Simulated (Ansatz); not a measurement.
## Ansatz run, TaAs

The input, for Ansatz 0.2.0 (plane waves, PAW):

```yaml
crystal:
  lattice:
    - [0.0, 3.496142, 0.0]
    - [3.496142, 0.0, 0.0]
    - [1.748071, 1.748071, -5.979138]
  atoms:
    - { symbol: Ta, position: [0.0, 0.0, 0.0] }
    - { symbol: Ta, position: [0.75, 0.25, 0.5] }
    - { symbol: As, position: [0.5, 0.5, 0.0] }
    - { symbol: As, position: [0.25, 0.75, 0.5] }
  symmetry: { tolerance: 0.0003 }
kpoints:
  mp_grid: { grid: [10, 10, 10], shift: [0, 0, 0] }
  band_path:
    path:
      - [0.0, 0.0, 0.0]
      - [0.5, 0.5, 0.5]
      - [0.5, 0.5, 0.25]
      - [0.0, 0.5, 0.0]
      - [0.0, 0.0, 0.0]
      - [0.0, 0.0, -0.5]
      - [0.0, 0.45726232, -0.27136884]
      - [0.0, 0.54273768, 0.27136884]
      - [0.0, 0.0, 0.0]
      - [0.5, 0.5, 0.5]
      - [0.45726232, 0.54273768, 0.5]
    npoints: 6
magnetization:
  spin_polarized: false
scf:
  occupations: { method: gaussian, width: 0.1032 }
  lower_state_search: "off"
  max_iter: 200
hamiltonian:
  pseudopotentials: { kind: paw }
  xc: r2scan
basis:
  ecutwfc: 500
  fft_grid_basis: typed
output:
  forces: true
  stress: true
  eigenvalues: true
  bader: true
  populations: true
  elf: true
  write_potential: true
  volumetric_format: npy
  dos:
    e_range: [-12, 8]
    de: 0.05
    projected: { site_lists: { As: [As], Ta: [Ta] } }
checkpoint:
  read: saved_state
```

The run starts from an earlier solution of this cell. 

Excerpt of what it printed:

```
SCF iter   1: F=-29616.9652 eV  Δρ=2.15e-3  dr2=2.35e-3  dr2_τ=4.36e-3
SCF iter   2: F=-29616.9659 eV  Δρ=1.35e-3  dr2=8.67e-4  dr2_τ=5.75e-5
SCF iter   3: F=-29616.9660 eV  Δρ=3.26e-4  dr2=1.03e-4  dr2_τ=5.53e-6
SCF iter   4: F=-29616.9661 eV  Δρ=1.25e-4  dr2=7.09e-6  dr2_τ=1.42e-6
SCF iter   5: F=-29616.9661 eV  Δρ=3.36e-5  dr2=5.85e-7  dr2_τ=4.81e-8
SCF iter   6: F=-29616.9661 eV  Δρ=6.63e-6  dr2=2.32e-8  dr2_τ=2.49e-9
Free energy (F): -29616.9661 eV
Harris-Foulkes:  -29616.9661 eV  (|F-HF|=3.50e-8)
Internal energy: -29616.9490 eV  (E = F + TS)
E sigma→0 (E₀):  -29616.9575 eV
Entropy (-TS):   -0.0171 eV (-4.283 meV/atom)
Fermi energy:    16.3616 eV
--- Stress (GPa, compression-positive) ---
       17.5590       0.0000       0.0000
        0.0000      17.5590       0.0000
        0.0000       0.0000     -14.1204
  P = ⅓ Tr σ = 6.9992 GPa (69.992 kbar)
--- Löwdin populations: 4 sites ---
  site symbol       q [e]
     0     Ta     12.7400
     1     Ta     12.7400
     2     As     15.1118
     3     As     15.1118
  spilling = 0.0053 (of n_electrons = 56.0000)
--- Bader charges: 4 sites ---
  site symbol  charge [e]  shift [e]
     0     Ta      1.0867     0.0030
     1     Ta      1.0867     0.0030
     2     As     -1.0867     0.0030
     3     As     -1.0867     0.0030
```

Origin: a known structure type with other elements, at an estimated volume, so it need not be a known compound. Caveats: many states at the Fermi level without spin polarisation, so a magnetic state may lie lower.
